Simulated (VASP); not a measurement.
# SrO (I4mm) in VASP: a series of runs

Runs on SrO. Level: PBEsol. Tasks: single point.

Program: VASP 6.6.1. These are calculated values, not measurements. Logs are shortened: lines on timing, memory, paths and dates and some standing lists are left out, and cuts for length are marked.

**1. The cell of the first run**

The structure is tetragonal, space group I4mm (No. 107). The conventional cell has a = 3.634 Å, b = 3.634 Å, c = 5.140 Å, α = 90.00°, β = 90.00°, γ = 90.00°. Sr (site symmetry 4mm) has 1 O at 2.19 Å as nearest neighbours. O (site symmetry 4mm) has 1 Sr at 2.19 Å as nearest neighbours.

Measurements of this composition are mostly on another form, of space group No. 225.

**2. Single point, PBEsol**

INCAR reads:

```
PREC = Accurate ; ENCUT = 520
EDIFF = 1E-6 ; ISMEAR = 0
SIGMA = 0.05 ; LREAL = False
LASPH = True ; NELM = 100
ALGO = Fast ; ISIF = 2
LWAVE = False ; LCHARG = False
GGA = PS ; NBANDS = 15
```

KPOINTS reads:

```
Automatic mesh
0
Gamma
  8 8 8
```

POSCAR reads:

```
SrO
1.0
    0.0000000000      2.5698000000      2.5698000000
    2.5698000000      0.0000000000      2.5698000000
    2.5698000000      2.5698000000      0.0000000000
Sr O
1 1
Direct
   -0.0729628765     -0.0729628765      0.0729628765
    0.5000000000      0.5000000000      0.5000000000
```

Potentials or basis: VASP PAW PBE potentials, release 64 (Sr_sv, O).

Command:

```
$ cat potpaw_PBE.64/Sr_sv/POTCAR potpaw_PBE.64/O/POTCAR > POTCAR
$ mpirun -np 1 vasp_std > vasp.out
```

OUTCAR:

```text
PREC = Accurate
   ENCUT = 520
   EDIFF = 1E-6
   ISMEAR = 0
   LREAL = False
   LASPH = True
   NELM = 100
   ISIF = 2
   GGA = PS

 ion  position               nearest neighbor table
   1  0.927  0.927  0.073-   2 2.19   2 2.60   2 2.60   2 2.60   2 2.60   2 2.94
   2  0.500  0.500  0.500-   1 2.19   1 2.60   1 2.60   1 2.60   1 2.60   1 2.94

  LATTYP: Found a face centered cubic cell.
 ALAT       =     5.1396000000

  Lattice vectors:

 A1 = (   0.0000000000,   2.5698000000,   2.5698000000)
 A2 = (   2.5698000000,   0.0000000000,   2.5698000000)
 A3 = (   2.5698000000,   2.5698000000,   0.0000000000)

Analysis of symmetry for initial positions (statically):
=====================================================================
 Subroutine PRICEL returns:
 Original cell was already a primitive cell.

 Routine SETGRP: Setting up the symmetry group for a
 face centered cubic supercell.

 Subroutine GETGRP returns: Found  8 space group operations
 (whereof  8 operations were pure point group operations)
 out of a pool of 48 trial point group operations.

The static configuration has the point symmetry C_4v.

Analysis of symmetry for dynamics (positions and initial velocities):
=====================================================================
 Subroutine PRICEL returns:
 Original cell was already a primitive cell.

 Routine SETGRP: Setting up the symmetry group for a
 face centered cubic supercell.

 Subroutine GETGRP returns: Found  8 space group operations
 (whereof  8 operations were pure point group operations)
 out of a pool of 48 trial point group operations.

The dynamic configuration has the point symmetry C_4v.

 Subroutine INISYM returns: Found  8 space group operations
 (whereof  8 operations are pure point group operations),
 and found     1 'primitive' translations

----------------------------------------------------------------------------------------

                                     Primitive cell

  volume of cell :      33.9413

  direct lattice vectors                    reciprocal lattice vectors
     0.000000000  2.569800000  2.569800000    -0.194567671  0.194567671  0.194567671
     2.569800000  0.000000000  2.569800000     0.194567671 -0.194567671  0.194567671
     2.569800000  2.569800000  0.000000000     0.194567671  0.194567671 -0.194567671

  length of vectors
     3.634246013  3.634246013  3.634246013     0.337001091  0.337001091  0.337001091

  position of ions in fractional coordinates (direct lattice)
     0.927037123  0.927037123  0.072962877
     0.500000000  0.500000000  0.500000000

  ion indices of the primitive-cell ions
[... 83 lines left out ...]
   POTIM  = 0.5000    time-step for ionic-motion
   TEBEG  =    0.0;   TEEND  =   0.0 temperature during run
   PSTRESS=    0.0 pullay stress
   NELECT =      16.0000    total number of electrons
   NUPDOWN=      -1.0000    fix difference up-down
   EMIN   =  10.00;   EMAX   =-10.00  energy-range for DOS
   EFERMI =   0.00;   METHOD = LEGACY
   ISMEAR =     0;   SIGMA  =   0.05  broadening in eV -4-tet -1-fermi 0-gaus
   EFERMI_NEDOS =   21; number of points for ismear=-14 and -15
   IALGO  =     68    algorithm
   IMIX   =      4    mixing-type and parameters
     AMIX     =   0.40;   BMIX     =  1.00
     AMIX_MAG =   1.60;   BMIX_MAG =  1.00
  volume/ion in A,a.u.               =      16.97       114.52
  Fermi-wavevector in a.u.,A,eV,Ry     =   1.274106  2.407711 22.086959  1.623346
  Thomas-Fermi vector in A             =   2.406892
   LORBIT       =      0    0 simple, 1 ext, 2 COOP (PROOUT), +10 PAW based schemes
   GGA     = PS    functional components
   LHFCALC =     F    Hartree Fock is set to
   AEXX    =    0.0000 exact exchange contribution
   IVDW    =     0    specifies the selected vdW correction
   LEPSILON=     F    determine dielectric tensor
   LRPA    =     F    only Hartree local field effects (RPA)
 non-spin polarized calculation
 RMM-DIIS sequential band-by-band and
 Gauss-broadening in eV      SIGMA  =   0.05
  energy-cutoff  :      520.00
  volume of cell :       33.94
 maximum number of plane-waves:       941
   NGX = 13   NGY = 13   NGZ = 13

 number of electron      15.9999997 magnetization

 Free energy of the ion-electron system (eV)
  ---------------------------------------------------
  ext. energy  EPLUGINS =         0.00000000
  ---------------------------------------------------
  free energy    TOTEN  =       -12.40337936 eV

  energy without entropy =      -12.40337936  energy(sigma->0) =      -12.40337936

 E-fermi :   1.7229     XC(G=0): -10.2437

 val. band max:        1.4509011330   @ k =   0.5000   0.1250  -0.3750
 cond. band min:       4.6715579375   @ k =   0.5000   0.5000   0.0000
 fundamental gap:      3.2206568045
 Fermi energy:         1.7228838255

 k-point     1 :       0.0000    0.0000    0.0000
  band No.  band energies     occupation
      1     -30.6464      2.00000
      2     -13.9609      2.00000
      3     -12.2915      2.00000
      4     -12.2915      2.00000
      5     -11.9756      2.00000
      6       1.0889      2.00000
      7       1.0889      2.00000
      8       1.2260      2.00000
      9       5.2277      0.00000
     10       7.7325      0.00000
     11       8.2478      0.00000
     12       8.2478      0.00000
     13       9.9154      0.00000
     14      10.7464      0.00000
[... 401 lines left out ...]
      2     -14.9816      2.00000
      3     -12.8117      2.00000
      4     -12.5494      2.00000
      5     -11.3782      2.00000
      6       0.2403      2.00000
      7       0.8042      2.00000
      8       0.8623      2.00000
      9       6.3853      0.00000
     10       8.3720      0.00000
     11      10.7408      0.00000
     12      11.2573      0.00000
     13      12.4198      0.00000
     14      14.0862      0.00000
     15      15.5774      0.00000

 [... further k-points ...]
[... 5 lines left out ...]
  --------------------------------------------------------------------------------------
  -------------------------------------------------------------------------------------
  Total       -0.2746525     -0.2746525      3.3691430      0.0000000      0.0000000     -0.0000000
  in kB      -12.9648100    -12.9648100    159.0384214      0.0000000      0.0000000     -0.0000000
  external PRESSURE =      44.3696005 kB  Pullay stress =       0.0000000 kB

 VOLUME and BASIS-vectors are now :
 -----------------------------------------------------------------------------
  energy-cutoff  :      520.00
  volume of cell :       33.94
      direct lattice vectors                 reciprocal lattice vectors
     0.000000000  2.569800000  2.569800000    -0.194567671  0.194567671  0.194567671
     2.569800000  0.000000000  2.569800000     0.194567671 -0.194567671  0.194567671
     2.569800000  2.569800000  0.000000000     0.194567671  0.194567671 -0.194567671

 POSITION                                       TOTAL-FORCE (eV/Angst)
 -----------------------------------------------------------------------------------
      2.56980      2.56980      4.76460         0.000000      0.000000      1.734933
      2.56980      2.56980      2.56980         0.000000      0.000000     -1.734933
 -----------------------------------------------------------------------------------
    total drift:                               -0.000000     -0.000000     -0.001732

  FREE ENERGIE OF THE ION-ELECTRON SYSTEM (eV)
  ---------------------------------------------------
  free  energy   TOTEN  =       -12.4033793626 eV

  energy  without entropy=      -12.4033793626  energy(sigma->0) =      -12.40337936
```

stdout:

```text
POSCAR found type information on POSCAR SrO
 POSCAR found :  2 types and       2 ions
 scaLAPACK will be used
 -----------------------------------------------------------------------------
|                                                                             |
|                                                                             |
|     You enforced a specific xc type in the INCAR file but a different       |
|     I HOPE YOU KNOW WHAT YOU ARE DOING!                                     |
|                                                                             |
 -----------------------------------------------------------------------------

 LDA part: xc-table for (Slater+PW92), standard interpolation
 POSCAR, INCAR and KPOINTS ok, starting setup
 FFT: planning ... GRIDC
 FFT: planning ... GRID_SOFT
 FFT: planning ... GRID
 WAVECAR not read
 entering main loop
```

It took 44 s on 1 thread of Intel Xeon Platinum 8259CL at 2.50GHz (Skylake/Cascade Lake), shared host; peak memory 0.17 GiB.

What came out:

- Free energy: -12.4034 eV
- Pressure: 4.4 GPa
- Largest force: 1.735 eV/Å
- Band gap on the k mesh: 3.22 eV, indirect (least direct gap 3.35 eV)

Forces in eV/Å, atoms in the order of the input:
```
Sr   0.000  0.000  1.735
O    0.000  0.000 -1.735
```

Levels at points of the mesh, in eV from the valence-band top:
```tsv
k point	band 6	band 7	band 8	band 9	band 10	band 11
(0.00, 0.00, 0.00)	-0.36	-0.36	-0.22	3.78	6.28	6.80
(0.50, 0.00, 0.00)	-2.17	-1.16	-1.01	6.34	7.87	9.02
(0.50, 0.50, 0.00)	-0.15	-0.12	-0.12	3.22	7.11	9.72
(0.00, 0.50, 0.50)	-0.81	-0.48	-0.04	4.18	7.43	10.34
```

Caveat: the PAW data sets were made with another functional, which shifts forces and pressure a little.

**3. Single point, PBEsol**

INCAR reads:

```
PREC     = Accurate       # precision mode
ENCUT    = 520            # plane-wave cutoff, eV
EDIFF    = 1E-7           # SCF threshold, eV
ISMEAR   = 0              # smearing method
SIGMA    = 0.05           # smearing width, eV
LREAL    = F              # projectors in reciprocal space
LASPH    = T              # aspherical terms in the spheres
NELM     = 100            # most SCF steps
ALGO     = Normal         # electronic algorithm
ISIF     = 2              # what is computed and relaxed
LWAVE    = F              # write WAVECAR
LCHARG   = F              # write CHGCAR
GGA      = PS             # functional
NBANDS   = 15             # bands
```

KPOINTS is that of step 2.

POSCAR, as its differences from that of step 2:

```diff
@@ -8,3 +8,3 @@
 Direct
-   -0.0729628765     -0.0729628765      0.0729628765
+   -0.0608023971     -0.0608023971      0.0608023971
     0.5000000000      0.5000000000      0.5000000000
```

Potentials or basis: VASP PAW PBE potentials, release 64 (Sr_sv, O).

Command:

```
$ cat potpaw_PBE.64/Sr_sv/POTCAR potpaw_PBE.64/O/POTCAR > POTCAR
$ mpirun -np 1 vasp_std > vasp.out
```

It took 35 s on 1 thread of Intel Xeon Platinum 8259CL at 2.50GHz (Skylake/Cascade Lake), shared host; peak memory 0.18 GiB.

The run converged. Its results:

```yaml
Free_energy: -12.4945 eV
Pressure: 2.8 GPa
Largest_force: 1.205 eV/Å
Band_gap_on_the_k_mesh: 3.25 eV, indirect (least direct gap 3.31 eV)
```

Forces on the atoms (eV/Å):
```
Sr   0.000  0.000  1.205
O    0.000  0.000 -1.205
```

Stress tensor (GPa, compression positive):
```
-1.12  0.00  0.00
 0.00 -1.12  0.00
 0.00  0.00 10.57
```

Levels at points of the mesh, in eV from the valence-band top:
| k point | band 5 | band 6 | band 7 | band 8 | band 9 | band 10 | band 11 | band 12 |
| --- | --- | --- | --- | --- | --- | --- | --- | --- |
| (0.00, 0.00, 0.00) | -13.51 | -0.20 | -0.20 | -0.12 | 3.85 | 6.30 | 6.66 | 6.66 |
| (0.50, 0.00, 0.00) | -12.49 | -2.13 | -1.10 | -1.00 | 6.44 | 7.97 | 9.02 | 9.20 |
| (0.50, 0.50, 0.00) | -13.75 | -0.19 | -0.06 | -0.06 | 3.25 | 7.38 | 9.83 | 10.37 |
| (0.00, 0.50, 0.50) | -13.60 | -0.57 | -0.42 | -0.01 | 3.96 | 7.58 | 10.36 | 10.48 |

Caveat: the PAW data sets were made with another functional, which shifts forces and pressure a little. A k mesh can miss the band edges.

**4. Single point, PBEsol**

INCAR reads:

```
PREC = Accurate
ENCUT = 520
EDIFF = 1E-6
ISMEAR = 0
SIGMA = 0.05
LREAL = F
LASPH = T
NELM = 100
ALGO = Normal
ISIF = 2
LWAVE = F
LCHARG = T
GGA = PS
LELF = T
LVHAR = T
NBANDS = 15
```

KPOINTS is that of step 3.

POSCAR, as its differences from that of step 3:

```diff
@@ -8,3 +8,3 @@
 Direct
-   -0.0608023971     -0.0608023971      0.0608023971
+   -0.0851233559     -0.0851233559      0.0851233559
     0.5000000000      0.5000000000      0.5000000000
```

Command:

```
$ cat potpaw_PBE.64/Sr_sv/POTCAR potpaw_PBE.64/O/POTCAR > POTCAR
$ mpirun -np 1 vasp_std > vasp.out
```

Run time: 31 s. Hardware: 1 thread of Intel Xeon Platinum 8259CL at 2.50GHz (Skylake/Cascade Lake), shared host; peak memory 0.18 GiB.

Results (log left out):

```
Free energy            : -12.2740 eV
Pressure               : 6.6 GPa
Largest force          : 2.433 eV/Å
Band gap on the k mesh : 3.19 eV, indirect (least direct gap 3.28 eV)
```

Forces on the atoms (eV/Å):
```
Sr   0.000  0.000  2.433
O    0.000  0.000 -2.433
```

Stress tensor (GPa, compression positive):
```
-1.43  0.00  0.00
 0.00 -1.43  0.00
 0.00  0.00 22.63
```

Levels at points of the mesh, in eV from the valence-band top:
| k point | band 6 | band 7 | band 8 | band 9 | band 10 | band 11 |
| --- | --- | --- | --- | --- | --- | --- |
| (0.00, 0.00, 0.00) | -0.54 | -0.54 | -0.33 | 3.70 | 6.27 | 6.96 |
| (0.50, 0.00, 0.00) | -2.21 | -1.22 | -1.01 | 6.22 | 7.79 | 9.02 |
| (0.50, 0.50, 0.00) | -0.19 | -0.19 | -0.09 | 3.19 | 6.80 | 9.63 |
| (0.00, 0.50, 0.50) | -1.07 | -0.55 | -0.07 | 4.43 | 7.26 | 10.31 |

Caveat: the PAW data sets were made with another functional, which shifts forces and pressure a little.

**5. Single point, PBEsol**

INCAR reads:

```
SYSTEM = SrO
  PREC = Accurate
  ENCUT = 520
  EDIFF = 1E-6
  ISMEAR = 0
  SIGMA = 0.05
  LREAL = .FALSE.
  LASPH = .TRUE.
  NELM = 100
  ALGO = Fast
  ISIF = 2
  LWAVE = .FALSE.
  LCHARG = .FALSE.
  GGA = PS
  NBANDS = 15
```

KPOINTS reads:

```
regular mesh
0
G
  8 8 8
  0 0 0
```

POSCAR, as its differences from that of step 4:

```diff
@@ -8,3 +8,3 @@
 Direct
-   -0.0851233559     -0.0851233559      0.0851233559
+    0.0486419177      0.0486419177     -0.0486419177
     0.5000000000      0.5000000000      0.5000000000
```

Command:

```
$ cat potpaw_PBE.64/Sr_sv/POTCAR potpaw_PBE.64/O/POTCAR > POTCAR
$ mpirun -np 1 vasp_std > vasp.out
```

Run time: 47 s. Hardware: 1 thread of Intel Xeon Platinum 8259CL at 2.50GHz (Skylake/Cascade Lake), shared host; peak memory 0.17 GiB.

The run converged. Its results:

```
Free energy            : -12.5567 eV
Pressure               : 1.6 GPa
Largest force          : 0.806 eV/Å
Band gap on the k mesh : 3.26 eV, indirect (least direct gap 3.29 eV)
```

Forces in eV/Å, atoms in the order of the input:
```
Sr   0.000  0.000 -0.806
O    0.000  0.000  0.806
```

Stress tensor (GPa, compression positive):
```
-0.85  0.00  0.00
 0.00 -0.85  0.00
 0.00  0.00  6.52
```

Levels at points of the mesh, in eV from the valence-band top:
```tsv
k point	band 4	band 5	band 6	band 7	band 8	band 9	band 10	band 11	band 12	band 13
(0.00, 0.00, 0.00)	-13.75	-13.60	-0.09	-0.09	-0.04	3.88	6.29	6.53	6.53	8.48
(0.50, 0.00, 0.00)	-13.84	-12.53	-2.12	-1.08	-1.02	6.51	8.08	9.00	9.16	11.67
(0.50, 0.50, 0.00)	-14.14	-13.97	-0.24	-0.03	-0.03	3.26	7.58	9.95	10.35	11.27
(0.00, 0.50, 0.50)	-14.12	-13.76	-0.38	-0.38	0.00	3.73	7.69	10.35	10.42	11.28
```

Caveat: the PAW data sets were made with another functional, which shifts forces and pressure a little. A k mesh can miss the band edges.

**6. The runs side by side**

```tsv
cell	gap on the mesh (eV)	pressure (GPa)	largest force (eV/Å)
all Sr atoms moved +0.375 Å, as atom 1 towards its neighbour atom 2 (O) at 2.570 Å	3.22	4.4	1.73
all Sr atoms moved +0.312 Å, as atom 1 towards its neighbour atom 2 (O) at 2.570 Å	3.25	2.8	1.20
all Sr atoms moved +0.438 Å, as atom 1 towards its neighbour atom 2 (O) at 2.570 Å	3.19	6.6	2.43
all Sr atoms moved -0.250 Å, as atom 1 towards its neighbour atom 2 (O) at 2.570 Å	3.26	1.6	0.81
```

Alike in all rows: task single point; level PBEsol; potentials or basis VASP PAW PBE potentials, release 64 (Sr_sv, O); no spin polarisation; k mesh 8 × 8 × 8; cutoff (eV) 520; smearing gaussian 0.05 eV.

Caveats: the PAW data sets were made with another functional, which shifts forces and pressure a little.

Total energies depend on the potentials used, so only differences within one code and one set of settings carry meaning.
